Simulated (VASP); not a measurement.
# Si (P6/mmm) in VASP: a series of runs

Runs on Si. Level: LDA. Tasks: single point.

Everything below comes from runs of VASP 6.6.1. Logs are shortened: lines on timing, memory, paths and dates and some standing lists are left out, and cuts for length are marked.

## 1. The cell of the first run

It takes space group P6/mmm (No. 191, hexagonal). The conventional cell has a = 2.686 Å, b = 2.686 Å, c = 2.343 Å, α = 90.00°, β = 90.00°, γ = 120.00°. Si (site symmetry 6/mmm) has 8 Si at 2.34 to 2.69 Å as nearest neighbours.

This isn't the form of Si at room conditions, which is diamond.

## 2. Single point, LDA (strain +0.025 along x and y, -0.050 along z, atoms carried along)

INCAR reads:

```
PREC     = Accurate       # precision mode
ENCUT    = 520            # plane-wave cutoff, eV
EDIFF    = 1E-6           # SCF threshold, eV
ISMEAR   = 0              # smearing method
SIGMA    = 0.15           # smearing width, eV
LREAL    = False          # projectors in reciprocal space
LASPH    = True           # aspherical terms in the spheres
NELM     = 80             # most SCF steps
ALGO     = Fast           # electronic algorithm
ISIF     = 2              # what is computed and relaxed
LWAVE    = False          # write WAVECAR
LCHARG   = False          # write CHGCAR
NBANDS   = 8              # bands
```

KPOINTS reads:

```
regular mesh
0
Gamma
  21 21 20
```

POSCAR reads:

```
Si
1.0
    2.6860563853      0.0000000000      0.0000000000
   -1.3430281927      2.3261930656      0.0000000000
    0.0000000000      0.0000000000      2.3430366705
Si
1
Direct
    0.0000000000      0.0000000000      0.0000000000
```

Potentials or basis: VASP PAW LDA potentials, release 64 (Si).

Run with:

```console
$ cat potpaw_LDA.64/Si/POTCAR > POTCAR
$ mpirun -np 1 vasp_std > vasp.out
```

OUTCAR:

```text
PREC = Accurate
   ENCUT = 520
   EDIFF = 1E-6
   ISMEAR = 0
   LREAL = False
   LASPH = True
   NELM = 80
   ISIF = 2

 ion  position               nearest neighbor table
   1  0.000  0.000  0.000-

  LATTYP: Found a hexagonal cell.
 ALAT       =     2.6860563853
 C/A-ratio  =     0.8722961600

  Lattice vectors:

 A1 = (   2.6860563853,   0.0000000000,   0.0000000000)
 A2 = (  -1.3430281927,   2.3261930656,   0.0000000000)
 A3 = (   0.0000000000,   0.0000000000,   2.3430366705)

Analysis of symmetry for initial positions (statically):
=====================================================================
 Subroutine PRICEL returns:
 Original cell was already a primitive cell.

 Routine SETGRP: Setting up the symmetry group for a
 hexagonal supercell.

 Subroutine GETGRP returns: Found 24 space group operations
 (whereof 24 operations were pure point group operations)
 out of a pool of 24 trial point group operations.

The static configuration has the point symmetry D_6h.

Analysis of symmetry for dynamics (positions and initial velocities):
=====================================================================
 Subroutine PRICEL returns:
 Original cell was already a primitive cell.

 Routine SETGRP: Setting up the symmetry group for a
 hexagonal supercell.

 Subroutine GETGRP returns: Found 24 space group operations
 (whereof 24 operations were pure point group operations)
 out of a pool of 24 trial point group operations.

The dynamic configuration has the point symmetry D_6h.

 Subroutine INISYM returns: Found 24 space group operations
 (whereof 24 operations are pure point group operations),
 and found     1 'primitive' translations

----------------------------------------------------------------------------------------

                                     Primitive cell

  volume of cell :      14.6400

  direct lattice vectors                    reciprocal lattice vectors
     2.686056385  0.000000000  0.000000000     0.372293004  0.214943466  0.000000000
    -1.343028193  2.326193066  0.000000000     0.000000000  0.429886932  0.000000000
     0.000000000  0.000000000  2.343036671     0.000000000  0.000000000  0.426796564

  length of vectors
     2.686056385  2.686056385  2.343036671     0.429886932  0.429886932  0.426796564

  position of ions in fractional coordinates (direct lattice)
     0.000000000  0.000000000  0.000000000

  ion indices of the primitive-cell ions
   primitive index   ion index
                 1           1

----------------------------------------------------------------------------------------

 KPOINTS: regular mesh

Automatic generation of k-mesh.
 Grid dimensions read from file:
 generate k-points for:   21   21   20

 Generating k-lattice:

  Cartesian coordinates                     Fractional coordinates (reciprocal lattice)
     0.017728238  0.010235403  0.000000000     0.047619048  0.000000000  0.000000000
     0.000000000  0.020470806  0.000000000     0.000000000  0.047619048  0.000000000
     0.000000000  0.000000000  0.021339828     0.000000000  0.000000000  0.050000000

  Length of vectors
     0.020470806  0.020470806  0.021339828

  Shift w.r.t. Gamma in fractional coordinates (k-lattice)
     0.000000000  0.000000000  0.000000000

 Subroutine IBZKPT returns following result:
 ===========================================

 Found    528 irreducible k-points:

 Following reciprocal coordinates:
            Coordinates               Weight
  0.000000  0.000000  0.000000      1.000000
  0.047619  0.000000  0.000000      6.000000
  0.095238  0.000000  0.000000      6.000000
  0.142857  0.000000  0.000000      6.000000
  0.190476  0.000000  0.000000      6.000000
  0.238095  0.000000  0.000000      6.000000
[... 16 lines left out ...]
  0.142857  0.095238  0.000000     12.000000
  0.190476  0.095238  0.000000     12.000000
 [... further k-points ...]
   k-points           NKPTS =    528   k-points in BZ     NKDIM =    528   number of bands    NBANDS=      8
   number of dos      NEDOS =    301   number of ions     NIONS =      1
   total plane-waves  NPLWV =   7200
   dimension x,y,z NGX =    20 NGY =   20 NGZ =   18
   dimension x,y,z NGXF=    40 NGYF=   40 NGZF=   36
   ions per type =               1
   NGX,Y,Z   is equivalent  to a cutoff of  12.38, 12.38, 12.77 a.u.
   NGXF,Y,Z  is equivalent  to a cutoff of  24.76, 24.76, 25.54 a.u.
 SYSTEM =  unknown system
   PREC   = accura    normal or accurate (medium, high low for compatibility)
   ISTART =      0    job   : 0-new  1-cont  2-samecut
   ICHARG =      2    charge: 1-file 2-atom 10-const
   ISPIN  =      1    spin polarized calculation?
   LNONCOLLINEAR =      F non collinear calculations
   LSORBIT =      F    spin-orbit coupling
   LASPH  =      T    aspherical Exc in radial PAW
   ENCUT  =  520.0 eV  38.22 Ry    6.18 a.u.   4.99  4.99  4.36*2*pi/ulx,y,z
   NELM   =     80;   NELMIN=  2; NELMDL= -5     # of ELM steps
   EDIFF  = 0.1E-05   stopping-criterion for ELM
   LREAL  =      F    real-space projection
   EDIFFG = 0.1E-04   stopping-criterion for IOM
   NSW    =      0    number of steps for IOM
   IBRION =     -1    ionic relax: 0-MD 1-quasi-New 2-CG
   NFREE  =      0    steps in history (QN), initial steepest desc. (CG)
   ISIF   =      2    stress and relaxation
   ISYM   =      2    0-nonsym 1-usesym 2-fastsym
   POTIM  = 0.5000    time-step for ionic-motion
   TEBEG  =    0.0;   TEEND  =   0.0 temperature during run
   PSTRESS=    0.0 pullay stress
   NELECT =       4.0000    total number of electrons
   NUPDOWN=      -1.0000    fix difference up-down
   EMIN   =  10.00;   EMAX   =-10.00  energy-range for DOS
   EFERMI =   0.00;   METHOD = LEGACY
   ISMEAR =     0;   SIGMA  =   0.15  broadening in eV -4-tet -1-fermi 0-gaus
   EFERMI_NEDOS =   21; number of points for ismear=-14 and -15
   IALGO  =     68    algorithm
   IMIX   =      4    mixing-type and parameters
     AMIX     =   0.40;   BMIX     =  1.00
     AMIX_MAG =   1.60;   BMIX_MAG =  1.00
  volume/ion in A,a.u.               =      14.64        98.80
  Fermi-wavevector in a.u.,A,eV,Ry     =   1.062302  2.007460 15.353990  1.128486
  Thomas-Fermi vector in A             =   2.197748
   LORBIT       =      0    0 simple, 1 ext, 2 COOP (PROOUT), +10 PAW based schemes
   GGA     = CA    functional components
   LHFCALC =     F    Hartree Fock is set to
   AEXX    =    0.0000 exact exchange contribution
   IVDW    =     0    specifies the selected vdW correction
   LEPSILON=     F    determine dielectric tensor
   LRPA    =     F    only Hartree local field effects (RPA)
 non-spin polarized calculation
 RMM-DIIS sequential band-by-band and
 Gauss-broadening in eV      SIGMA  =   0.15
  energy-cutoff  :      520.00
  volume of cell :       14.64
 maximum number of plane-waves:       414
 NGX is ok and might be reduce to    20
   NGX =  9   NGY =  9   NGZ =  9

 number of electron       4.0000000 magnetization

 Free energy of the ion-electron system (eV)
  ---------------------------------------------------
  ext. energy  EPLUGINS =         0.00000000
  ---------------------------------------------------
  free energy    TOTEN  =        -5.70056141 eV

  energy without entropy =       -5.69685656  energy(sigma->0) =       -5.69870898

 E-fermi :   9.7289     XC(G=0): -11.1534

 val. band max:        9.7261976754   @ k =   0.1905   0.1905   0.2500
 cond. band min:       9.7475777871   @ k =   0.2381   0.0476   0.1000
 fundamental gap:      0.0213801117
 Fermi energy:         9.7289461272

 k-point     1 :       0.0000    0.0000    0.0000
  band No.  band energies     occupation
      1      -4.4206      2.00000
      2      17.7388      0.00000
      3      18.4937      0.00000
      4      18.4937      0.00000
      5      20.1067      0.00000
      6      21.1413      0.00000
      7      21.1413      0.00000
      8      26.4900      0.00000

 k-point     2 :       0.0476    0.0000    0.0000
  band No.  band energies     occupation
      1      -4.3605      2.00000
      2      16.8996      0.00000
      3      18.1363      0.00000
      4      18.8091      0.00000
      5      20.1556      0.00000
      6      21.0908      0.00000
      7      21.6041      0.00000
      8      27.1381      0.00000

 k-point     3 :       0.0952    0.0000    0.0000
  band No.  band energies     occupation
      1      -4.1803      2.00000
      2      15.4548      0.00000
      3      17.4273      0.00000
      4      18.7047      0.00000
      5      20.3021      0.00000
      6      21.2884      0.00000
      7      22.6285      0.00000
      8      28.6707      0.00000

 k-point     4 :       0.1429    0.0000    0.0000
  band No.  band energies     occupation
      1      -3.8804      2.00000
      2      13.8017      0.00000
      3      16.6833      0.00000
      4      18.2105      0.00000
      5      20.5456      0.00000
      6      21.7990      0.00000
      7      23.8958      0.00000
      8      30.0441      0.00000

 k-point     5 :       0.1905    0.0000    0.0000
  band No.  band energies     occupation
      1      -3.4618      2.00000
      2      12.0776      0.00000
      3      15.9951      0.00000
      4      17.6350      0.00000
      5      20.8848      0.00000
      6      22.4364      0.00000
      7      25.3107      0.00000
      8      30.9417      0.00000

 k-point     6 :       0.2381    0.0000    0.0000
  band No.  band energies     occupation
      1      -2.9257      2.00000
      2      10.3597      0.00000
      3      15.3908      0.00000
      4      17.0897      0.00000
      5      21.3174      0.00000
      6      23.1407      0.00000
      7      26.8377      0.00000
      8      31.7893      0.00000

 k-point     7 :       0.2857    0.0000    0.0000
  band No.  band energies     occupation
      1      -2.2740      2.00000
      2       8.6909      2.00000
      3      14.8810      0.00000
      4      16.6115      0.00000
      5      21.8393      0.00000
      6      23.9013      0.00000
      7      28.4518      0.00000
      8      31.1026      0.00000
[... 133 lines left out ...]
 k-point    20 :       0.4286    0.0476    0.0000
  band No.  band energies     occupation
      1       0.8516      2.00000
      2       3.6343      2.00000
      3      12.8941      0.00000
      4      16.6915      0.00000
      5      24.1199      0.00000
      6      26.6513      0.00000
      7      27.3742      0.00000
      8      31.1731      0.00000

 k-point    21 :       0.4762    0.0476    0.0000
  band No.  band energies     occupation
      1       1.5226      2.00000
      2       2.8571      2.00000
      3      12.8405      0.00000
      4      16.6425      0.00000
      5      24.4312      0.00000
      6      26.9573      0.00000
      7      26.9810      0.00000
      8      30.8618      0.00000

 k-point    22 :       0.0952    0.0952    0.0000
  band No.  band energies     occupation
      1      -3.7009      2.00000
      2      13.4664      0.00000
      3      14.9347      0.00000
      4      19.7228      0.00000
      5      20.6912      0.00000
      6      21.3537      0.00000
      7      24.2807      0.00000
      8      30.9431      0.00000

 k-point    23 :       0.1429    0.0952    0.0000
  band No.  band energies     occupation
      1      -3.2828      2.00000
      2      12.0580      0.00000
      3      13.8493      0.00000
      4      19.7662      0.00000
      5      21.0295      0.00000
      6      21.9065      0.00000
      7      25.2742      0.00000
      8      31.8433      0.00000

 k-point    24 :       0.1905    0.0952    0.0000
  band No.  band energies     occupation
      1      -2.7474      2.00000
      2      10.4526      0.00000
      3      13.0764      0.00000
      4      19.4782      0.00000
      5      21.4607      0.00000
      6      22.7636      0.00000
      7      26.4267      0.00000
      8      32.2757      0.00000

 [... further k-points ...]

------------------------ aborting loop because EDIFF is reached ----------------------------------------

  FORCE on cell =-STRESS in cart. coord.  units (eV):
  Direction    XX          YY          ZZ          XY          YZ          ZX
  --------------------------------------------------------------------------------------
  -------------------------------------------------------------------------------------
  Total       -0.4385370     -0.4385370      1.3063455      0.0000000      0.0000000      0.0000000
  in kB      -47.9928831    -47.9928831    142.9646518      0.0000000      0.0000000      0.0000000
  external PRESSURE =      15.6596285 kB  Pullay stress =       0.0000000 kB

 VOLUME and BASIS-vectors are now :
 -----------------------------------------------------------------------------
  energy-cutoff  :      520.00
  volume of cell :       14.64
      direct lattice vectors                 reciprocal lattice vectors
     2.686056385  0.000000000  0.000000000     0.372293004  0.214943466  0.000000000
    -1.343028193  2.326193066  0.000000000     0.000000000  0.429886932  0.000000000
     0.000000000  0.000000000  2.343036671     0.000000000  0.000000000  0.426796564

 POSITION                                       TOTAL-FORCE (eV/Angst)
 -----------------------------------------------------------------------------------
      0.00000      0.00000      0.00000         0.000000      0.000000      0.000000
 -----------------------------------------------------------------------------------
    total drift:                               -0.000000     -0.000000     -0.000000

  FREE ENERGIE OF THE ION-ELECTRON SYSTEM (eV)
  ---------------------------------------------------
  free  energy   TOTEN  =        -5.7005614068 eV

  energy  without entropy=       -5.6968565553  energy(sigma->0) =       -5.69870898
```

It took 25 s on 1 thread of AMD EPYC 9R45 (Zen 5), shared host; peak memory 0.12 GiB.

What came out:

| Item | Value |
| --- | --- |
| Free energy | -5.7006 eV |
| Pressure | 1.6 GPa |
| Band gap on the k mesh | none (metal or under the smearing width) |

(Part 1 of 2 ends here.)
